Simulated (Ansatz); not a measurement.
## Au(111) with 4 layers of random Au-Pt, 2x2: scattering by chemical disorder

Wanted: resistance against the alloy's length, first Au(111) with 4 layers of random Au-Pt, 2x2.

Method: Ansatz plane-wave DFT, PBE, PAW files; ballistic transport by layer matching (Landauer), zero bias; PAW set soft_1, in Ansatz 0.2.0.

## (1) The starting structure

The cell holds 40 atoms: 36 Au and 4 Pt. Its edges and angles: a = 5.768 Å, b = 5.768 Å, c = 23.605 Å, α = 93.5°, β = 86.5°, γ = 120.0°. It derives from Au. Regions: lead, 24 atoms (24 Au); scattering region, 16 atoms (4 Pt and 12 Au). The structure is stacked along c, and the current runs across the ab planes.

## (2) With 4 alloy layers

In 4 layers a share of 0.25 of the sites is given to Pt at random. The layers about the cell's end stay perfect and serve as the lead. Disorder leaves little or no symmetry, which makes such runs dear. Energies from -0.05 to 0.05 eV in steps of 0.05 eV are too few for the program's thermal sum, so it prints no conductance; for a metal the transmission near the Fermi level serves, at a fraction of the cost.

The input, input.yaml:

```yaml
crystal:
  lattice:
    - [5.7675164607, 0.0, 0.0]
    - [-2.8837582304, 4.9948157718, 0.0]
    - [1.4418791152, -0.8324692953, 23.5457873532]
  atoms:
    - { symbol: Au, position: [0.9916666667, 0.0083333333, 0.05] }
    - { symbol: Au, position: [0.9916666667, 0.5083333333, 0.05] }
    - { symbol: Au, position: [0.4916666667, 0.0083333333, 0.05] }
    - { symbol: Au, position: [0.4916666667, 0.5083333333, 0.05] }
    - { symbol: Au, position: [0.1416666667, 0.3583333333, 0.15] }
    - { symbol: Au, position: [0.1416666667, 0.8583333333, 0.15] }
    - { symbol: Au, position: [0.6416666667, 0.3583333333, 0.15] }
    - { symbol: Au, position: [0.6416666667, 0.8583333333, 0.15] }
    - { symbol: Au, position: [0.2916666667, 0.2083333333, 0.25] }
    - { symbol: Au, position: [0.2916666667, 0.7083333333, 0.25] }
    - { symbol: Au, position: [0.7916666667, 0.2083333333, 0.25] }
    - { symbol: Au, position: [0.7916666667, 0.7083333333, 0.25] }
    - { symbol: Pt, position: [0.9416666667, 0.0583333333, 0.35] }
    - { symbol: Au, position: [0.9416666667, 0.5583333333, 0.35] }
    - { symbol: Au, position: [0.4416666667, 0.0583333333, 0.35] }
    - { symbol: Au, position: [0.4416666667, 0.5583333333, 0.35] }
    - { symbol: Au, position: [0.0916666667, 0.4083333333, 0.45] }
    - { symbol: Au, position: [0.0916666667, 0.9083333333, 0.45] }
    - { symbol: Pt, position: [0.5916666667, 0.4083333333, 0.45] }
    - { symbol: Au, position: [0.5916666667, 0.9083333333, 0.45] }
    - { symbol: Au, position: [0.2416666667, 0.2583333333, 0.55] }
    - { symbol: Au, position: [0.2416666667, 0.7583333333, 0.55] }
    - { symbol: Au, position: [0.7416666667, 0.2583333333, 0.55] }
    - { symbol: Au, position: [0.7416666667, 0.7583333333, 0.55] }
    - { symbol: Pt, position: [0.8916666667, 0.1083333333, 0.65] }
    - { symbol: Au, position: [0.8916666667, 0.6083333333, 0.65] }
    - { symbol: Au, position: [0.3916666667, 0.1083333333, 0.65] }
    - { symbol: Pt, position: [0.3916666667, 0.6083333333, 0.65] }
    - { symbol: Au, position: [0.0416666667, 0.4583333333, 0.75] }
    - { symbol: Au, position: [0.0416666667, 0.9583333333, 0.75] }
    - { symbol: Au, position: [0.5416666667, 0.4583333333, 0.75] }
    - { symbol: Au, position: [0.5416666667, 0.9583333333, 0.75] }
    - { symbol: Au, position: [0.1916666667, 0.3083333333, 0.85] }
    - { symbol: Au, position: [0.1916666667, 0.8083333333, 0.85] }
    - { symbol: Au, position: [0.6916666667, 0.3083333333, 0.85] }
    - { symbol: Au, position: [0.6916666667, 0.8083333333, 0.85] }
    - { symbol: Au, position: [0.8416666667, 0.1583333333, 0.95] }
    - { symbol: Au, position: [0.8416666667, 0.6583333333, 0.95] }
    - { symbol: Au, position: [0.3416666667, 0.1583333333, 0.95] }
    - { symbol: Au, position: [0.3416666667, 0.6583333333, 0.95] }
kpoints:
  mp_grid: { grid: [5, 5, 1] }
hamiltonian:
  xc: pbe
  pseudopotentials: { kind: paw, azcp: { folder: soft_1 } }
scf:
  occupations: { method: fermi_dirac, width: 0.1 }
output:
  transmission:
    leads: [[0, 4]]
    kmesh: [10, 10]
    e_range: [-0.05, 0.05]
    de: 0.05
  write_potential: true
  write_density: true
  volumetric_format: npy
```

Command:

```
$ ansatz run input.yaml --threads 4 --pin off --max-ram 15360MiB --backend cpu --events-out ev --progress --plain --runs-dir out
```

Numbers of over 12 decimals in the logs are rounded to 6 here.

The log of the run:

```text
Engine: ansatz 0.2.0, aarch64-unknown-linux-gnu
Pseudopotentials: kind: paw
Pseudopotential: Au, paw, valence charge 19, recommended cutoff 420 eV (normal), soft_1/Au.paw.azcp
Pseudopotential: Pt, paw, valence charge 18, recommended cutoff 420 eV (normal), soft_1/Pt.paw.azcp
Functional definition: PBE
  parameter kappa = 0.804
  parameter beta = 0.066725
  exchange = pbe_x(kappa = kappa, mu = beta*pi^2/3)
  correlation = pbe_c(beta = beta)
Crystal: 40 atoms, lattice volume = 678.300 Å³
Basis set: ecut = 420 eV, 13321 PW (Γ)
Bands: 454, of which v1, the nominal top of the filled ones, is band 378 counted from 1 (377 counted from 0)
Symmetry: 2 space group operations
Space group: Cm (ITA 8), of the structure as read, at distance tolerance 8.8e-5 Å
k-points: 9 of 25 (time reversal used)
Non-local potential: Au, projectors of the file, l = 0: 3, l = 1: 2, l = 2: 2, l = 3: 1
Non-local potential: Pt, projectors of the file, l = 0: 3, l = 1: 2, l = 2: 2, l = 3: 1
PAW form: soft (Blöchl's): semilocal exchange-correlation on the pseudo side does not see the compensation charge
PAW one-centre angular grid: Au, 590 points (default); XC on 64 Gauss nodes
PAW one-centre angular grid: Pt, 590 points (default); XC on 64 Gauss nodes
Initial density: superposition of atomic densities (chi_scale 0.1, normalization cell, long waves of neutral atoms (reshape's long-wave potential 3.18 eV rms, cloud 2.72 Å wide))
Initial wavefunctions: pseudopotential atomic-orbital guess
Functional: x = pbe(κ = 0.804, μ = 0.219515), c = pbe(β = 0.066725)
SCF iter   1: F=—  HF=-523560.744994 eV  |F-HF|=—  |Δ(HF+E_count)|=         —  Δρ=8.61e-2  dr2=1.33e2  ethr=3.10e-3  ⟨swp⟩=4.0  Hψ=12167  notcnv=0  defer=75
preconditioner: auto → Kerker (q_TF=auto, 2.778 Å⁻¹)  [metal: Δε(μ)=0.009 eV  Ē_g=9.890 eV  σ=0.100 eV  W_gap=0.02  n_scr=260 (ndim 8)  ℏωp=29.8 eV  f_vac=0.000  D(μ)=15.99/eV (n_scr^D=86)]
SCF iter   2: F=—  HF=-523547.498846 eV  |F-HF|=—  |Δ(HF+E_count)|=    1.32e1  Δρ=4.49e-2  dr2=4.97e1  ethr=3.10e-3  ⟨swp⟩=2.9  Hψ=6751  notcnv=0  defer=472
SCF iter   3: F=—  HF=-523541.774342 eV  |F-HF|=—  |Δ(HF+E_count)|=    5.72e0  Δρ=9.63e-3  dr2=3.76e0  ethr=3.10e-3  ⟨swp⟩=2.7  Hψ=5702  notcnv=0  defer=472
SCF iter   4: F=—  HF=-523541.556807 eV  |F-HF|=—  |Δ(HF+E_count)|=   2.18e-1  Δρ=2.70e-3  dr2=9.66e-1  ethr=4.97e-4  ⟨swp⟩=2.0  Hψ=5034  notcnv=0  defer=476
SCF iter   5: F=—  HF=-523541.531740 eV  |F-HF|=—  |Δ(HF+E_count)|=   2.51e-2  Δρ=1.15e-3  dr2=1.65e-1  ethr=1.28e-4  ⟨swp⟩=1.0  Hψ=3609  notcnv=0  defer=476
SCF iter   6: F=—  HF=-523541.528271 eV  |F-HF|=—  |Δ(HF+E_count)|=   3.47e-3  Δρ=4.38e-4  dr2=1.90e-2  ethr=2.18e-5  ⟨swp⟩=1.0  Hψ=3609  notcnv=0  defer=476
SCF iter   7: F=—  HF=-523541.527792 eV  |F-HF|=—  |Δ(HF+E_count)|=   4.79e-4  Δρ=1.48e-4  dr2=2.66e-3  ethr=2.52e-6  ⟨swp⟩=1.0  Hψ=3609  notcnv=0  defer=476
SCF iter   8: F=—  HF=-523541.527705 eV  |F-HF|=—  |Δ(HF+E_count)|=   8.75e-5  Δρ=6.05e-5  dr2=1.82e-4  ethr=3.52e-7  ⟨swp⟩=1.1  Hψ=3610  notcnv=0  defer=476
SCF iter   9: F=—  HF=-523541.527676 eV  |F-HF|=—  |Δ(HF+E_count)|=   2.90e-5  Δρ=2.26e-5  dr2=1.71e-5  ethr=2.40e-8  ⟨swp⟩=2.0  Hψ=3765  notcnv=0  defer=476
SCF iter  10: F=—  HF=-523541.527911 eV  |F-HF|=—  |Δ(HF+E_count)|=   2.36e-4  Δρ=7.21e-6  dr2=2.32e-6  ethr=2.26e-9  ⟨swp⟩=1.3  Hψ=4108  notcnv=0  defer=477
SCF iter  11: F=—  HF=-523541.527911 eV  |F-HF|=—  |Δ(HF+E_count)|=   1.67e-7  Δρ=2.59e-6  dr2=3.81e-7  ethr=3.07e-10  ⟨swp⟩=1.9  Hψ=3655  notcnv=0  defer=477
SCF iter  12: F=-523541.527911 eV  HF=-523541.527911 eV  |F-HF|=4.30e-8  |Δ(HF+E_count)|=   3.80e-8  Δρ=1.01e-6  dr2=4.67e-8  ethr=1.32e-11  ⟨swp⟩=9.8  Hψ=16367  notcnv=0
SCF 1 converged in 12 iterations: F = -523541.527911 eV  dr2 = 4.67e-8
  greatest PAW one-centre occupation: 1.000 electrons in one spin orbital (limit 2), on the Au atom at site 26 (counted from 0), in its partial waves of l = 0
transmission: 108 of 1023 steps passed
transmission: 207 of 1023 steps passed
[...]
transmission: 1023 of 1023 steps passed
SCF converged after 12 iterations
Free energy (F): -523541.527911 eV
Harris-Foulkes:  -523541.527911 eV  (|F-HF|=4.30e-8)
Internal energy: -523541.116047 eV  (E = F + TS)
E sigma→0 (E₀):  -523541.321979 eV
Entropy (-TS):   -0.411864 eV (-10.297 meV/atom)
Fermi energy:    20.579523 eV
--- Per-component energies (eV) ---
  E_band       = -8130.568403
  E_kinetic    = 23204.509497
  E_local      = -67343.734762  (includes V_loc(G=0)·N_el)
  E_nonlocal   = 4344.396073
  E_hartree    = 28847.859771
  E_xc         = -8685.569876
  E_vxc        = -10506.334769  (∫ρ·V_xc dr)
  E_paw        = -388270.948243  (= ΣΔE_a)
  E_vpaw       = -15525.190189  (= ΣTr[D̂ρ^β])
  E_aug_tail   = 0.065776  (compensation charges beyond the density's cutoff)
  E_ewald      = -115637.694285
  E_smearing   = -0.411864  (= −TS)
  E_closure    = -0.000000  (closes the sum)
  Σ components = -523541.527911   (vs F -523541.527911, Δ=0.00e0)
--- Band table (eV; the first three rows and the last of 9) ---
  k-point 0: bands = [... 374 lower, 20.4731, 20.8277, 20.8563, 21.2983, 21.2991, 21.3083, 21.3418, 21.5637, ... 72 higher]
  k-point 1: bands = [... 374 lower, 20.1451, 20.2810, 20.3265, 20.5274, 20.6089, 20.7471, 20.9039, 21.0681, ... 72 higher]
  k-point 2: bands = [... 374 lower, 20.3571, 20.4956, 20.6006, 20.6971, 20.7235, 20.7706, 21.0200, 21.0591, ... 72 higher]
  k-point 8: bands = [... 374 lower, 20.3442, 20.3606, 20.4544, 20.5499, 20.6484, 20.9253, 21.0474, 21.1172, ... 72 higher]
--- Transmission ---
  basis      : 253 plane waves across, 33 finite elements along
  points     : 31, standing for a mesh of 10 x 10
  energies   : 3 from -0.050000 to 0.050000 eV about the Fermi level, 0.050000 eV apart; the leads are filled to 0.000000 eV, and channels, transmission and decay are at 0.000000 eV
  crystal 0  : Au4, at the sites [0, 4], period 2.3546 Å, over 14.13 Å; its Hamiltonian steps by up to 19.8 meV
    offset         : up to 0.0000 Å between an atom of the period and one for which it stands
    channels       : 3.210000e0 a spin
    conductance    : none, the energies end too early or step too widely for 300 K: set another output.transmission.e_range or a lower de, or, where they end at an eighth of basis.ecutwfc, a higher one
  junction   : crystal 0 to crystal 0, 0.70 to 21.89 Å
    transmission   : 2.412122e0 a spin
    conductance    : none, the energies end too early or step too widely for 300 K: set another output.transmission.e_range or a lower de, or, where they end at an eighth of basis.ecutwfc, a higher one
```

Run time: 8.1 min. Hardware: 4 threads of Arm Neoverse V1, shared host; peak memory 6 GiB.

This step gave:

| Quantity | Value |
| --- | --- |
| free energy | -523541.5279 eV |
| energy at zero smearing | -523541.3220 eV |
| Fermi energy | 20.58 eV |
| cell area | 28.81 Å² |
| transmission per spin nearest the Fermi level | 2.412 |
| open channels per spin nearest the Fermi level | 3.21 |
| step of the lead's potential | 19.8 meV |

Per spin. The transmission, zone mean by energy, zero at the Fermi level:

| energy (eV) | transmission, zone mean |
| --- | --- |
| -0.0500 | 2.32 |
| 0.0000 | 2.41 |
| 0.0500 | 2.44 |

Per spin. Table of open channels, zone mean, lead by energy, zero at the Fermi level:

| energy (eV) | open channels, zone mean, lead |
| --- | --- |
| -0.0500 | 3.21 |
| 0.0000 | 3.21 |
| 0.0500 | 3.15 |

Transmission over k1 and k2. At 0.0000 eV from the Fermi level.

Values, 10 rows by 10 columns:
```
2.07 2.39 2.21 2.56 2.29 1.98 2.28 2.49 2.30 2.33
2.39 2.21 2.51 2.46 2.51 2.25 2.48 2.52 2.38 2.30
2.50 2.56 2.46 2.75 2.15 2.67 2.74 2.65 2.52 2.49
2.20 2.29 2.51 2.15 2.77 2.89 2.48 2.74 2.48 2.28
1.89 1.98 2.25 2.67 2.89 2.90 2.89 2.67 2.25 1.98
2.20 2.28 2.48 2.74 2.48 2.89 2.77 2.15 2.51 2.29
2.50 2.49 2.52 2.65 2.74 2.67 2.15 2.75 2.46 2.56
2.39 2.30 2.38 2.52 2.48 2.25 2.51 2.46 2.51 2.21
2.07 2.33 2.30 2.49 2.28 1.98 2.29 2.56 2.21 2.39
2.35 2.07 2.39 2.50 2.20 1.89 2.20 2.50 2.39 2.07
```
Columns: k1 (b1) from -0.5 to 0.4; rows upwards: k2 (b2) from -0.5 to 0.4.

Open channels over k1 and k2. At 0.0000 eV from the Fermi level.

Values, 10 rows by 10 columns:
```
3.00 4.00 3.00 3.00 3.00 4.00 3.00 3.00 3.00 3.00
3.00 3.00 4.00 3.00 3.00 4.00 3.00 3.00 3.00 3.00
3.00 3.00 3.00 4.00 3.00 4.00 3.00 3.00 3.00 3.00
3.00 3.00 3.00 3.00 3.00 3.00 3.00 3.00 3.00 3.00
4.00 4.00 4.00 4.00 3.00 3.00 3.00 4.00 4.00 4.00
3.00 3.00 3.00 3.00 3.00 3.00 3.00 3.00 3.00 3.00
3.00 3.00 3.00 3.00 3.00 4.00 3.00 4.00 3.00 3.00
3.00 3.00 3.00 3.00 3.00 4.00 3.00 3.00 4.00 3.00
3.00 3.00 3.00 3.00 3.00 4.00 3.00 3.00 3.00 4.00
4.00 3.00 3.00 3.00 3.00 4.00 3.00 3.00 3.00 3.00
```
Columns: k1 (b1) from -0.5 to 0.4; rows upwards: k2 (b2) from -0.5 to 0.4.

Over the solved energies the transmission per spin lies between 2.32 and 2.44, out of 3.19 channels of the lead on average (up to 3.21).

## (3) With 8 alloy layers

In 8 layers a share of 0.25 of the sites is given to Pt at random. A fresh draw is used; the growth of the resistance with length is what counts.

System of this step: Au(111) with 8 layers of random Au-Pt, 2x2. The cell holds 56 atoms: 48 Au and 8 Pt. Its edges and angles: a = 5.768 Å, b = 5.768 Å, c = 33.006 Å, α = 87.5°, β = 92.5°, γ = 120.0°. It derives from Au. Regions: lead, 24 atoms (24 Au); scattering region, 32 atoms (24 Au and 8 Pt). The structure is stacked along c, and the current runs across the ab planes.

The input, input.yaml:

```yaml
crystal:
  lattice:
    - [5.7675164607, 0.0, 0.0]
    - [-2.8837582304, 4.9948157718, 0.0]
    - [-1.4418791152, 0.8324692953, 32.9641022945]
  atoms:
    - { symbol: Au, position: [0.005952381, 0.994047619, 0.0357142857] }
    - { symbol: Au, position: [0.005952381, 0.494047619, 0.0357142857] }
    - { symbol: Au, position: [0.505952381, 0.994047619, 0.0357142857] }
    - { symbol: Au, position: [0.505952381, 0.494047619, 0.0357142857] }
    - { symbol: Au, position: [0.1845238095, 0.3154761905, 0.1071428571] }
    - { symbol: Au, position: [0.1845238095, 0.8154761905, 0.1071428571] }
    - { symbol: Au, position: [0.6845238095, 0.3154761905, 0.1071428571] }
    - { symbol: Au, position: [0.6845238095, 0.8154761905, 0.1071428571] }
    - { symbol: Au, position: [0.3630952381, 0.1369047619, 0.1785714286] }
    - { symbol: Au, position: [0.3630952381, 0.6369047619, 0.1785714286] }
    - { symbol: Au, position: [0.8630952381, 0.1369047619, 0.1785714286] }
    - { symbol: Au, position: [0.8630952381, 0.6369047619, 0.1785714286] }
    - { symbol: Au, position: [0.0416666667, 0.9583333333, 0.25] }
    - { symbol: Au, position: [0.0416666667, 0.4583333333, 0.25] }
    - { symbol: Au, position: [0.5416666667, 0.9583333333, 0.25] }
    - { symbol: Au, position: [0.5416666667, 0.4583333333, 0.25] }
    - { symbol: Au, position: [0.2202380952, 0.2797619048, 0.3214285714] }
    - { symbol: Au, position: [0.2202380952, 0.7797619048, 0.3214285714] }
    - { symbol: Au, position: [0.7202380952, 0.2797619048, 0.3214285714] }
    - { symbol: Au, position: [0.7202380952, 0.7797619048, 0.3214285714] }
    - { symbol: Au, position: [0.3988095238, 0.1011904762, 0.3928571429] }
    - { symbol: Pt, position: [0.3988095238, 0.6011904762, 0.3928571429] }
    - { symbol: Au, position: [0.8988095238, 0.1011904762, 0.3928571429] }
    - { symbol: Au, position: [0.8988095238, 0.6011904762, 0.3928571429] }
    - { symbol: Pt, position: [0.0773809524, 0.9226190476, 0.4642857143] }
    - { symbol: Au, position: [0.0773809524, 0.4226190476, 0.4642857143] }
    - { symbol: Au, position: [0.5773809524, 0.9226190476, 0.4642857143] }
    - { symbol: Pt, position: [0.5773809524, 0.4226190476, 0.4642857143] }
    - { symbol: Pt, position: [0.255952381, 0.244047619, 0.5357142857] }
    - { symbol: Au, position: [0.255952381, 0.744047619, 0.5357142857] }
    - { symbol: Au, position: [0.755952381, 0.244047619, 0.5357142857] }
    - { symbol: Au, position: [0.755952381, 0.744047619, 0.5357142857] }
    - { symbol: Au, position: [0.4345238095, 0.0654761905, 0.6071428571] }
    - { symbol: Au, position: [0.4345238095, 0.5654761905, 0.6071428571] }
    - { symbol: Au, position: [0.9345238095, 0.0654761905, 0.6071428571] }
    - { symbol: Au, position: [0.9345238095, 0.5654761905, 0.6071428571] }
    - { symbol: Au, position: [0.1130952381, 0.8869047619, 0.6785714286] }
    - { symbol: Pt, position: [0.1130952381, 0.3869047619, 0.6785714286] }
    - { symbol: Au, position: [0.6130952381, 0.8869047619, 0.6785714286] }
    - { symbol: Au, position: [0.6130952381, 0.3869047619, 0.6785714286] }
    - { symbol: Pt, position: [0.2916666667, 0.2083333333, 0.75] }
    - { symbol: Au, position: [0.2916666667, 0.7083333333, 0.75] }
    - { symbol: Pt, position: [0.7916666667, 0.2083333333, 0.75] }
    - { symbol: Pt, position: [0.7916666667, 0.7083333333, 0.75] }
    - { symbol: Au, position: [0.4702380952, 0.0297619048, 0.8214285714] }
    - { symbol: Au, position: [0.4702380952, 0.5297619048, 0.8214285714] }
    - { symbol: Au, position: [0.9702380952, 0.0297619048, 0.8214285714] }
    - { symbol: Au, position: [0.9702380952, 0.5297619048, 0.8214285714] }
    - { symbol: Au, position: [0.1488095238, 0.8511904762, 0.8928571429] }
    - { symbol: Au, position: [0.1488095238, 0.3511904762, 0.8928571429] }
    - { symbol: Au, position: [0.6488095238, 0.8511904762, 0.8928571429] }
    - { symbol: Au, position: [0.6488095238, 0.3511904762, 0.8928571429] }
    - { symbol: Au, position: [0.3273809524, 0.1726190476, 0.9642857143] }
    - { symbol: Au, position: [0.3273809524, 0.6726190476, 0.9642857143] }
    - { symbol: Au, position: [0.8273809524, 0.1726190476, 0.9642857143] }
    - { symbol: Au, position: [0.8273809524, 0.6726190476, 0.9642857143] }
kpoints:
  mp_grid: { grid: [5, 5, 1] }
hamiltonian:
  xc: pbe
  pseudopotentials: { kind: paw, azcp: { folder: soft_1 } }
scf:
  occupations: { method: fermi_dirac, width: 0.1 }
output:
  transmission:
    leads: [[0, 4]]
    kmesh: [10, 10]
    e_range: [-0.05, 0.05]
    de: 0.05
  write_potential: true
  write_density: true
  volumetric_format: npy
```

The log of the run:

```text
[...]
Crystal: 56 atoms, lattice volume = 949.619 Å³
Basis set: ecut = 420 eV, 18659 PW (Γ)
Bands: 634, of which v1, the nominal top of the filled ones, is band 528 counted from 1 (527 counted from 0)
Symmetry: 1 space group operations
[...]
k-points: 13 of 25 (time reversal used)
[...]
SCF iter   1: F=—  HF=-731487.566074 eV  |F-HF|=—  |Δ(HF+E_count)|=         —  Δρ=9.27e-2  dr2=3.68e2  ethr=3.10e-3  ⟨swp⟩=4.0  Hψ=24508  notcnv=0  defer=186
[...]
SCF iter  14: F=-731454.284605 eV  HF=-731454.284605 eV  |F-HF|=1.47e-8  |Δ(HF+E_count)|=   2.21e-9  Δρ=2.34e-7  dr2=1.49e-8  ethr=9.47e-12  ⟨swp⟩=10.5  Hψ=30478  notcnv=0
SCF 1 converged in 14 iterations: F = -731454.284605 eV  dr2 = 1.49e-8
[...]
transmission: 262 of 2600 steps passed
transmission: 522 of 2600 steps passed
[...]
transmission: 2600 of 2600 steps passed
SCF converged after 14 iterations
Free energy (F): -731454.284605 eV
[...]
Internal energy: -731453.564606 eV  (E = F + TS)
E sigma→0 (E₀):  -731453.924605 eV
Entropy (-TS):   -0.719999 eV (-12.857 meV/atom)
Fermi energy:    20.504224 eV
[...]
--- Band table (eV; the first three rows and the last of 13) ---
  k-point 0: bands = [... 524 lower, 20.8970, 20.9132, 20.9185, 20.9407, 20.9553, 21.2173, 21.2911, 21.4451, ... 102 higher]
  k-point 1: bands = [... 524 lower, 20.2853, 20.3028, 20.4566, 20.4673, 20.5216, 20.6283, 20.6824, 20.7982, ... 102 higher]
  k-point 2: bands = [... 524 lower, 20.3670, 20.3906, 20.4103, 20.5205, 20.6264, 20.6835, 20.8849, 20.9485, ... 102 higher]
  k-point 12: bands = [... 524 lower, 20.1119, 20.1841, 20.2359, 20.2864, 20.3568, 20.4047, 20.4718, 21.0308, ... 102 higher]
--- Transmission ---
  basis      : 253 plane waves across, 50 finite elements along
  points     : 52, standing for a mesh of 10 x 10
[...]
channels       : 3.210000e0 a spin
[...]
junction   : crystal 0 to crystal 0, 3.05 to 33.66 Å
    transmission   : 2.088053e0 a spin
[...]
```

Wall time 24 min (4 threads); peak memory 8.1 GiB; 1.5 h of CPU time.

Numbers from this step:

| Item | Value |
| --- | --- |
| free energy | -731454.2846 eV |
| energy at zero smearing | -731453.9246 eV |
| Fermi energy | 20.50 eV |
| transmission per spin nearest the Fermi level | 2.088 |
| step of the lead's potential | 8.3 meV |

Per spin. Table of transmission, zone mean by energy, zero at the Fermi level:

| energy (eV) | transmission, zone mean |
| --- | --- |
| -0.0500 | 2.06 |
| 0.0000 | 2.09 |
| 0.0500 | 2.09 |

Over the solved energies the transmission per spin lies between 2.06 and 2.09, out of 3.21 channels of the lead on average (up to 3.21).

[end of part 1 of 2]

[Logs are printed without paths, hosts, clocks, repeated set-up lines and the standing remarks that a program may print on its own settings, such as how far it seeks lower states.]

[Hosts, paths, dates, database ids (printed as entryN), source tags and the programs' standing remarks are cut or masked in the printed files.]
